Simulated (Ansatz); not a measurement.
Structural energy differences of vanadium

Level of theory: DFT, PBE, plane waves (420 eV) with PAW, scalar-relativistic in Ansatz.

Each structure is relaxed within its own symmetry, so a high-lying one may be dynamically unstable.

```tsv
structure	ΔE (meV/atom)	V (Å³/atom)	cell	magnetic state
bcc	0	13.48	a = 2.998 Å	spin not included
A15	48	13.72	a = 4.787 Å	spin not included
omega (AlB2-type)	132	13.68	a = 4.453 Å, c = 2.390 Å (c/a = 0.537)	spin not included
dhcp	238	13.85	a = 2.630 Å, c = 9.250 Å (c/a = 3.518)	non-magnetic
fcc	244	13.90	a = 3.817 Å	non-magnetic
hcp	255	13.84	a = 2.612 Å, c = 4.684 Å (c/a = 1.794)	non-magnetic
simple cubic	847	14.60	a = 2.444 Å	non-magnetic
diamond	2302	20.44	a = 5.468 Å	ferromagnetic, net 1.89 μB per atom
```

ΔE counts from bcc.

Differences under about 8 meV lie within the error of the k-point mesh.
